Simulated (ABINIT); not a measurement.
# InAs (F-43m) in ABINIT: a series of runs

One crystal, InAs, is run at these levels: PBEsol, LDA; tasks: single point.

Program: ABINIT 10.8.3 (patched build). These are calculated values, not measurements. Logs are shortened: lines on timing, memory, paths and dates and some standing lists are left out, and cuts for length are marked. The log counts tension as positive stress, the text compression.

**Measured values to compare with.**

A printed reference work, data compilation reports, for a bulk crystal of InAs at 4.2 K: band gap 0.418 eV (direct).

The results are compared with them further down.

## Step 1: The structure

The structure is cubic, space group F-43m (No. 216). Conventional cell: a = 6.036 Å, b = 6.036 Å, c = 6.036 Å, α = 90.00°, β = 90.00°, γ = 90.00°. In (site symmetry -43m) is surrounded by 4 As at 2.61 Å. As (site symmetry -43m) is surrounded by 4 In at 2.61 Å.

## Step 2: Single point, PBEsol

run.abi

```
# Pseudopotentials
pp_dirpath "./"
pseudos "In.upf, As.upf"

# Structure
acell 4.2680965312 4.2680965312 4.2680965312 Angstrom
rprim
     0.0000000000     0.7071067812     0.7071067812
     0.7071067812     0.0000000000     0.7071067812
     0.7071067812     0.7071067812     0.0000000000
ntypat 2
znucl 49 33
natom 2
typat 1 2
xred
     0.0000000000     0.0000000000     0.0000000000
     0.7500000000     0.7500000000     0.7500000000

# Plane-wave basis
ecut 38.0

# k points
kptopt 1
ngkpt 6 6 6
nshiftk 1
shiftk 0.0 0.0 0.0

# Exchange and correlation
ixc -116133

# Bands and occupations
nband 18
occopt 3
tsmear 0.05 eV

# SCF cycle
nstep 100
tolvrs 1.0e-10

# Output
iomode 3
prtwf 0
prtden 0
prteig 0
prtebands 0
enunit 1
```

Potentials or basis: PseudoDojo NC SR PBEsol v0.4.1 standard.

On the command line:

```console
> abinit run.abi > log 2>&1
```

run.abo:

```text
.Version 10.8.3 of ABINIT
 Symmetries : space group F-4 3 m (#216); Bravais cF (face-center cubic)
================================================================================
 Values of the parameters that define the memory need of the present run
     intxc =       0    ionmov =       0      iscf =       7    lmnmax =       6
     lnmax =       6     mgfft =      48  mpssoang =       3    mqgrid =    3001
     natom =       2  nloc_mem =       1    nspden =       1   nspinor =       1
    nsppol =       1      nsym =      24    n1xccc =    2501    ntypat =       2
    occopt =       3   xclevel =       2
       mpw =        4168          nfft =      110592          nkpt =          16
================================================================================
================================================================================

--------------------------------------------------------------------------------
------------- Echo of variables that govern the present computation ------------
--------------------------------------------------------------------------------
 -outvars: echo values of preprocessed input variables --------
            acell      8.0655335229E+00  8.0655335229E+00  8.0655335229E+00 Bohr
              amu      1.14820000E+02  7.49215900E+01
             ecut      3.80000000E+01 Hartree
           enunit           1
              ixc     -116133
         kptrlatt        6    0    0      0    6    0      0    0    6
          kptrlen      4.83932011E+01
            natom           2
            nband          18
            ngfft          48      48      48
             nkpt          16
            nstep         100
             nsym          24
           ntypat           2
           occopt           3
           prtden           0
        prtebands           0
           prteig           0
            prtwf           0
            rprim      0.0000000000E+00  7.0710678120E-01  7.0710678120E-01
                       7.0710678120E-01  0.0000000000E+00  7.0710678120E-01
                       7.0710678120E-01  7.0710678120E-01  0.0000000000E+00
          spgroup         216
           tolvrs      1.00000000E-10
           tsmear      1.83746611E-03 Hartree
            typat      1  2
           xangst      0.0000000000E+00  0.0000000000E+00  0.0000000000E+00
                       4.5270000000E+00  4.5270000000E+00  4.5270000000E+00
            xcart      0.0000000000E+00  0.0000000000E+00  0.0000000000E+00
                       8.5547901721E+00  8.5547901721E+00  8.5547901721E+00
             xred      0.0000000000E+00  0.0000000000E+00  0.0000000000E+00
                       7.5000000000E-01  7.5000000000E-01  7.5000000000E-01
            znucl       49.00000   33.00000

================================================================================

 chkinp: Checking input parameters for consistency.

================================================================================
== DATASET  1 ==================================================================

--- !DatasetInfo
iteration_state: {dtset: 1, }
dimensions: {natom: 2, nkpt: 16, mband: 18, nsppol: 1, nspinor: 1, nspden: 1, mpw: 4168, }
cutoff_energies: {ecut:  38.0, pawecutdg:  -1.0, }
electrons: {nelect:   2.80000000E+01, charge:   0.00000000E+00, occopt:   3.00000000E+00, tsmear:   1.83746611E-03, }
meta: {optdriver: 0, ionmov: 0, optcell: 0, iscf: 7, paral_kgb: 0, }
...

 Real(R)+Recip(G) space primitive vectors, cartesian coordinates (Bohr,Bohr^-1):
 R(1)=  0.0000000  5.7031934  5.7031934  G(1)= -0.0876702  0.0876702  0.0876702
 R(2)=  5.7031934  0.0000000  5.7031934  G(2)=  0.0876702 -0.0876702  0.0876702
 R(3)=  5.7031934  5.7031934  0.0000000  G(3)=  0.0876702  0.0876702 -0.0876702
 Unit cell volume ucvol=  3.7100888E+02 bohr^3
 Angles (23,13,12)=  6.00000000E+01  6.00000000E+01  6.00000000E+01 degrees

 getcut: wavevector=  0.0000  0.0000  0.0000  ngfft=  48  48  48
         ecut(hartree)=     38.000   => boxcut(ratio)=   2.14462

--- Pseudopotential description ------------------------------------------------
- pspini: atom type   1  psp file is ./In.upf
12 -116133 2 -1 1940                          pspcod,pspxc,lmax,lloc,mmax
     nproj     2     2     2

- pspini: atom type   2  psp file is ./As.upf
12 -116133 2 -1 1342                          pspcod,pspxc,lmax,lloc,mmax
     nproj     2     2     2

   1.51119917E+03                                ecore*ucvol(ha*bohr**3)
--------------------------------------------------------------------------------

================================================================================

--- !BeginCycle
iteration_state: {dtset: 1, }
solver: {iscf: 7, nstep: 100, nline: 4, wfoptalg: 0, }
tolerances: {tolvrs: 1.00E-10, }
...

     iter   Etot(hartree)      deltaE(h)  residm     vres2
 ETOT  1  -169.22202753727    -1.692E+02 1.523E+00 4.308E+02
 ETOT  2  -172.15823515962    -2.936E+00 7.468E-02 5.753E+02
 ETOT  3  -172.22812511547    -6.989E-02 4.830E-01 1.127E+02
 ETOT  4  -172.24264122506    -1.452E-02 7.677E-03 8.173E+00
 ETOT  5  -172.24367366555    -1.032E-03 3.640E-03 2.977E-01
 ETOT  6  -172.24370933916    -3.567E-05 3.116E-03 1.528E-02
 ETOT  7  -172.24371157207    -2.233E-06 1.207E-03 3.124E-03
 ETOT  8  -172.24371186671    -2.946E-07 6.909E-04 7.682E-04
 ETOT  9  -172.24371196990    -1.032E-07 2.659E-04 1.327E-06
 ETOT 10  -172.24371197064    -7.450E-10 1.338E-04 1.075E-07
 ETOT 11  -172.24371197068    -4.178E-11 2.000E-04 8.607E-09
 ETOT 12  -172.24371197069    -6.168E-12 5.949E-05 1.488E-10
 ETOT 13  -172.24371197068     7.304E-12 1.947E-04 1.770E-10
 ETOT 14  -172.24371197069    -8.754E-12 5.724E-05 4.062E-12

 At SCF step   14       vres2   =  4.06E-12 < tolvrs=  1.00E-10 =>converged.

 Cartesian components of stress tensor (hartree/bohr^3)
  sigma(1 1)= -3.39347537E-05  sigma(3 2)=  0.00000000E+00
  sigma(2 2)= -3.39347537E-05  sigma(3 1)=  0.00000000E+00
  sigma(3 3)= -3.39347537E-05  sigma(2 1)=  0.00000000E+00

--- !ResultsGS
iteration_state: {dtset: 1, }
comment   : Summary of ground state results
lattice_vectors:
- [  0.0000000,   5.7031934,   5.7031934, ]
- [  5.7031934,   0.0000000,   5.7031934, ]
- [  5.7031934,   5.7031934,   0.0000000, ]
lattice_lengths: [   8.06553,    8.06553,    8.06553, ]
lattice_angles: [ 60.000,  60.000,  60.000, ] # degrees, (23, 13, 12)
lattice_volume:   3.7100888E+02
convergence: {deltae: -8.754E-12, res2:  4.062E-12, residm:  5.724E-05, diffor: null, }
etotal    :  -1.72243712E+02
entropy   :   0.00000000E+00
fermie    :   1.51363078E-01
cartesian_stress_tensor: # hartree/bohr^3
- [ -3.39347537E-05,   0.00000000E+00,   0.00000000E+00, ]
- [  0.00000000E+00,  -3.39347537E-05,   0.00000000E+00, ]
- [  0.00000000E+00,   0.00000000E+00,  -3.39347537E-05, ]
pressure_GPa:   9.9839E-01
xred      :
- [  0.0000E+00,   0.0000E+00,   0.0000E+00, In]
- [  7.5000E-01,   7.5000E-01,   7.5000E-01, As]
cartesian_forces: # hartree/bohr
- [  3.54097040E-29,   3.54097040E-29,  -1.06229112E-28, ]
- [ -3.54097040E-29,  -3.54097040E-29,   1.06229112E-28, ]
force_length_stats: {min:   1.17440702E-28, max:   1.17440702E-28, mean:   1.17440702E-28, }
...

 Integrated electronic density in atomic spheres:
 ------------------------------------------------
 Atom  Sphere_radius  Integrated_density
    1        2.00000          9.90842597
    2        2.00000         12.36732834
================================================================================

 ----iterations are completed or convergence reached----

 Mean square residual over all n,k,spin=   22.190E-08; max=  57.245E-06
 reduced coordinates (array xred) for    2 atoms
       0.000000000000      0.000000000000      0.000000000000
       0.750000000000      0.750000000000      0.750000000000
 rms dE/dt=  4.2574E-28; max dE/dt=  5.3853E-28; dE/dt below (all hartree)
    1       0.000000000000      0.000000000000     -0.000000000000
    2      -0.000000000000     -0.000000000000      0.000000000000

 cartesian coordinates (angstrom) at end:
    1      0.00000000000000     0.00000000000000     0.00000000000000
    2      4.52700000004158     4.52700000004158     4.52700000004158

 cartesian forces (hartree/bohr) at end:
    1      0.00000000000000     0.00000000000000    -0.00000000000000
    2     -0.00000000000000    -0.00000000000000     0.00000000000000
 frms,max,avg= 6.7804421E-29 1.0622911E-28   0.000E+00  0.000E+00  0.000E+00 h/b

 cartesian forces (eV/Angstrom) at end:
    1      0.00000000000000     0.00000000000000    -0.00000000000000
    2     -0.00000000000000    -0.00000000000000     0.00000000000000
 frms,max,avg= 3.4866435E-27 5.4625206E-27   0.000E+00  0.000E+00  0.000E+00 e/A
 length scales=  8.065533522905  8.065533522905  8.065533522905 bohr
              =  4.268096531200  4.268096531200  4.268096531200 angstroms
 Fermi (or HOMO) energy (eV) =   4.11880   Average Vxc (eV)=  -9.77416
 Eigenvalues (   eV  ) for nkpt=  16  k points:
 kpt#   1, nband= 18, wtk=  0.00463, kpt=  0.0000  0.0000  0.0000 (reduced coord)
 -30.98231  -30.98231  -30.98231  -30.97365  -30.97365  -10.32157  -10.32157  -10.32157
 -10.19319  -10.19319   -7.84606    3.81865    4.08292    4.08292    4.08292    7.95270
   7.95270    7.95270
 prteigrs : prtvol=0 or 1, do not print more k-points.

--- !EnergyTerms
iteration_state     : {dtset: 1, }
comment             : Components of total free energy in Hartree
kinetic             :  1.17928513133479E+02
hartree             :  5.22089734693434E+01
xc                  : -4.33576668883456E+01
Ewald energy        : -9.28949151391358E+01
psp_core            :  4.07321564497968E+00
local_psp           : -1.43286724207712E+02
non_local_psp       : -6.69150734752608E+01
internal            : -1.72243677462652E+02
'-kT*entropy'       : -3.45080387141601E-05
total_energy        : -1.72243711970691E+02
total_energy_eV     : -4.68699017487596E+03
band_energy         : -1.53821509868689E+01
...

 Cartesian components of stress tensor (hartree/bohr^3)
  sigma(1 1)= -3.39347537E-05  sigma(3 2)=  0.00000000E+00
  sigma(2 2)= -3.39347537E-05  sigma(3 1)=  0.00000000E+00
  sigma(3 3)= -3.39347537E-05  sigma(2 1)=  0.00000000E+00

-Cartesian components of stress tensor (GPa)         [Pressure=  9.9839E-01 GPa]
- sigma(1 1)= -9.98394923E-01  sigma(3 2)=  0.00000000E+00
- sigma(2 2)= -9.98394923E-01  sigma(3 1)=  0.00000000E+00
- sigma(3 3)= -9.98394923E-01  sigma(2 1)=  0.00000000E+00

== END DATASET(S) ==============================================================
================================================================================

 -outvars: echo values of variables after computation  --------
            acell      8.0655335229E+00  8.0655335229E+00  8.0655335229E+00 Bohr
           etotal     -1.7224371197E+02
            fcart      3.5409703980E-29  3.5409703980E-29 -1.0622911194E-28
                      -3.5409703980E-29 -3.5409703980E-29  1.0622911194E-28
            rprim      0.0000000000E+00  7.0710678120E-01  7.0710678120E-01
                       7.0710678120E-01  0.0000000000E+00  7.0710678120E-01
                       7.0710678120E-01  7.0710678120E-01  0.0000000000E+00
           strten     -3.3934753696E-05 -3.3934753696E-05 -3.3934753696E-05
                       0.0000000000E+00  0.0000000000E+00  0.0000000000E+00
           xangst      0.0000000000E+00  0.0000000000E+00  0.0000000000E+00
                       4.5270000000E+00  4.5270000000E+00  4.5270000000E+00
             xred      0.0000000000E+00  0.0000000000E+00  0.0000000000E+00
                       7.5000000000E-01  7.5000000000E-01  7.5000000000E-01
 Calculation completed.
```

Run time: 2.2 min. Hardware: 1 thread of Intel Xeon at 2.50GHz (Skylake/Cascade Lake), shared host; peak memory 0.1 GiB.

Results:

```
Free energy                                           : -4686.9902 eV
Pressure                                              : 1.0 GPa
Band gap on the k mesh                                : none (metal or under the smearing width)
Valence electrons inside the program's atomic spheres : In 9.91; As 12.37
```

Caveat: this crystal is a semiconductor, whose small gap the functional closes, so the metal is an error of the method.

## Step 3: Single point, PBEsol

run.abi: that of step 2 with these lines changed.

```diff
@@ -5,7 +5,7 @@
 # Structure
-acell 4.2680965312 4.2680965312 4.2680965312 Angstrom
+acell 3*1.0
 rprim
-     0.0000000000     0.7071067812     0.7071067812
-     0.7071067812     0.0000000000     0.7071067812
-     0.7071067812     0.7071067812     0.0000000000
+     0.0000000000     5.7031934441     5.7031934441
+     5.7031934441     0.0000000000     5.7031934441
+     5.7031934441     5.7031934441     0.0000000000
 ntypat 2
@@ -45,2 +45 @@
 prtebands 0
-enunit 1
```

Potentials or basis: PseudoDojo NC SR PBEsol v0.4.1 standard.

On the command line:

```console
> abinit run.abi > log 2>&1
```

It took 95 s on 1 thread of Intel Xeon at 2.70GHz, shared host; peak memory 0.1 GiB.

The run converged. Its results:

| Quantity | Value |
| --- | --- |
| Free energy | -4686.9902 eV |
| Pressure | 1.0 GPa |
| Band gap on the k mesh | none (metal or under the smearing width) |
| Valence electrons inside the program's atomic spheres | In 9.91; As 12.37 |

Levels at points of the mesh, in eV from the Fermi level:
| k point | band 12 | band 13 | band 14 | band 15 | band 16 | band 17 |
| --- | --- | --- | --- | --- | --- | --- |
| (0.00, 0.00, 0.00) | -0.30 | -0.04 | -0.04 | -0.04 | 3.83 | 3.83 |
| (0.50, 0.00, 0.00) | -5.87 | -1.04 | -1.04 | 0.85 | 4.60 | 4.60 |
| (0.50, 0.50, 0.00) | -5.94 | -2.39 | -2.39 | 1.40 | 1.95 | 9.14 |

Caveat: this crystal is a semiconductor, whose small gap the functional closes, so the metal is an error of the method.

## Step 4: Single point, LDA

run.abi: that of step 3 with these lines changed.

```diff
@@ -2,3 +2,3 @@
 pp_dirpath "./"
-pseudos "In.upf, As.upf"
+pseudos "In_sc.hgh, As.hgh"
 
@@ -19,3 +19,3 @@
 # Plane-wave basis
-ecut 38.0
+ecut 20.0
 
@@ -28,8 +28,8 @@
 # Exchange and correlation
-ixc -116133
+ixc 7
 
 # Bands and occupations
-nband 18
+nband 13
 occopt 3
-tsmear 0.05 eV
+tsmear 0.00183747
 
@@ -42,4 +42,9 @@
 prtwf 0
-prtden 0
 prteig 0
 prtebands 0
+enunit 1
+prtden 1
+prtvha 1
+prtvclmb 1
+prtpot 1
+prtelf 1
```

Potentials or basis: HGH LDA semicore.

On the command line:

```console
> abinit run.abi > log 2>&1
```

run.abo:

```text
.Version 10.8.3 of ABINIT
 Symmetries : space group F-4 3 m (#216); Bravais cF (face-center cubic)
================================================================================
 Values of the parameters that define the memory need of the present run
     intxc =       0    ionmov =       0      iscf =       7    lmnmax =       7
     lnmax =       7     mgfft =      36  mpssoang =       3    mqgrid =    3001
     natom =       2  nloc_mem =       1    nspden =       1   nspinor =       1
    nsppol =       1      nsym =      24    n1xccc =       0    ntypat =       2
    occopt =       3   xclevel =       1
       mpw =        1600          nfft =       46656          nkpt =          16
================================================================================
================================================================================

--------------------------------------------------------------------------------
------------- Echo of variables that govern the present computation ------------
[... 229 lines left out ...]
- sigma(3 3)=  2.26611098E+02  sigma(2 1)=  0.00000000E+00

== END DATASET(S) ==============================================================
================================================================================

 -outvars: echo values of variables after computation  --------
            acell      1.0000000000E+00  1.0000000000E+00  1.0000000000E+00 Bohr
           etotal     -6.1771782050E+01
            fcart     -0.0000000000E+00 -0.0000000000E+00 -0.0000000000E+00
                      -0.0000000000E+00 -0.0000000000E+00 -0.0000000000E+00
            rprim      0.0000000000E+00  5.7031934441E+00  5.7031934441E+00
                       5.7031934441E+00  0.0000000000E+00  5.7031934441E+00
                       5.7031934441E+00  5.7031934441E+00  0.0000000000E+00
           strten      7.7023546696E-03  7.7023546696E-03  7.7023546696E-03
                       0.0000000000E+00  0.0000000000E+00  0.0000000000E+00
           xangst      0.0000000000E+00  0.0000000000E+00  0.0000000000E+00
                       4.5269999969E+00  4.5269999969E+00  4.5269999969E+00
             xred      0.0000000000E+00  0.0000000000E+00  0.0000000000E+00
                       7.5000000000E-01  7.5000000000E-01  7.5000000000E-01
 Calculation completed.
```

It took 11 s on 1 thread of Arm Neoverse V1, shared host; peak memory 0.06 GiB.

What came out:

| Item | Value |
| --- | --- |
| Free energy | -1680.8958 eV |
| Band gap on the k mesh | none (metal or under the smearing width) |
| Valence electrons inside the program's atomic spheres | In 9.83; As 2.41 |

Levels at points of the mesh, in eV from the Fermi level:
```csv
k point,band 7,band 8,band 9,band 10,band 11,band 12
"(0.00, 0.00, 0.00)",-0.61,-0.04,-0.04,-0.04,3.67,3.67
"(0.50, 0.00, 0.00)",-6.05,-1.10,-1.10,0.63,4.56,4.56
"(0.50, 0.50, 0.00)",-6.15,-2.48,-2.48,1.38,1.85,8.93
```

Caveat: the cutoff is too short for stress, so the log's stress isn't used; HGH potentials are hard and often keep d shells in the core, so these values are rough; this crystal is a semiconductor, whose small gap the functional closes, so the metal is an error of the method.

(Part 1 of 2 ends here.)
